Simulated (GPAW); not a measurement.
# AlCu3: relaxation of cell and atoms with PBEsol

The system is AlCu3.

```xyz
4
Lattice="3.6374 0.0000 0.0000 0.0000 3.6374 0.0000 0.0000 0.0000 3.6374" Properties=species:S:1:pos:R:3 pbc="T T T"
Cu    0.0000    1.8187    1.8187
Cu    1.8187    0.0000    1.8187
Cu    1.8187    1.8187    0.0000
Al    0.0000    0.0000    0.0000
```

The cell comes from a database or a generator and needn't be the stable form of this composition.

| Quantity | Value |
| --- | --- |
| Program | GPAW 26.7.0 |
| Task | relaxation of cell and atoms |
| Functional | PBEsol |
| Potentials or basis | PAW data sets generated in the run's folder for this functional |
| Cutoff | 600 eV |
| Basis | pw |
| k mesh | 7 × 7 × 7 |
| Occupations | fermi-dirac, width 0.05 eV |
| Spin | no spin polarisation |
| Maxiter | 150 |
| Optimizer | BFGS |
| Fmax | 0.02 eV/Å |
| Max steps | 60 |
| Convergence | density=1e-05 forces=0.0001 |

| Property | Result |
| --- | --- |
| Relaxed volume | 12.09 Å³/atom |
| Relaxed cell | a = 3.644 Å, b = 3.644 Å, c = 3.644 Å, α = 90.00°, β = 90.00°, γ = 90.00° |
| Space group after relaxing (to 0.05 Å) | Pm-3m (No. 221) |
| Energy gained by relaxing | 0.2 meV/atom |
| Ionic steps | 3 |
| Pressure after relaxing | 0.0 GPa |
| Band gap on the k mesh | none (metal or under the smearing width) |

Step by step:
| step | energy change (eV) | largest force (eV/Å) | pressure (GPa) | volume (Å³) |
| --- | --- | --- | --- | --- |
| 1 | 0.0000 | 0.0000 | 0.75 | 48.12 |
| 2 | -0.0001 | 0.0000 | 0.66 | 48.15 |
| 3 | -0.0007 | 0.0000 | -0.01 | 48.37 |

Final structure:
```yaml
crystal:
  lattice:
    - [3.64350, 0.00000, 0.00000]
    - [0.00000, 3.64350, 0.00000]
    - [0.00000, 0.00000, 3.64350]
  atoms:
    - { symbol: Cu, position: [0.00000, 0.50000, 0.50000] }
    - { symbol: Cu, position: [0.50000, 0.00000, 0.50000] }
    - { symbol: Cu, position: [0.50000, 0.50000, 0.00000] }
    - { symbol: Al, position: [0.00000, 0.00000, 0.00000] }
```

Levels at points of the mesh, in eV from the Fermi level:
```csv
k point,band 14,band 15,band 16,band 17,band 18,band 19,band 20,band 21,band 22,band 23
"(0.00, 0.00, 0.00)",-2.10,-2.10,-2.10,-0.35,-0.35,-0.35,4.33,4.33,5.01,10.46
```

It took 70 s on 1 thread of Arm Neoverse V1, with other jobs on the host, peak memory 0.2 GiB.

Caveat: with this Cu data set, volumes or pressures lay over 1.5 % or 2 GPa off other programs in two to four cells of ten; later steps reuse the first step's grids.
